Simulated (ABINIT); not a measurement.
Mo:

```
Mo
1.0
    -1.58381    1.58381    1.58381
     1.58381   -1.58381    1.58381
     1.58381    1.58381   -1.58381
Mo
1
Cartesian
  0.0000 0.0000 0.0000
```

Program: ABINIT 10.8.3 (patched build). Alike in all runs: task single point; potentials or basis JTH PAW PBE v2.0; no spin polarisation; cell as given; k mesh 12 × 12 × 12; cutoff (eV) 490; smearing fermi-dirac 0.05 eV.

Q: Order these runs on this cell by their pressure, lowest first.
A. level revPBE
B. level PW91
C. level BLYP
D. level WC
E. level r2SCAN

A: D (-7.5 GPa), E (-3.3 GPa), B (-1.2 GPa), A (0.7 GPa), C (8.5 GPa).

Caveats: the PAW data sets were made with another functional, which shifts forces and pressure a little.
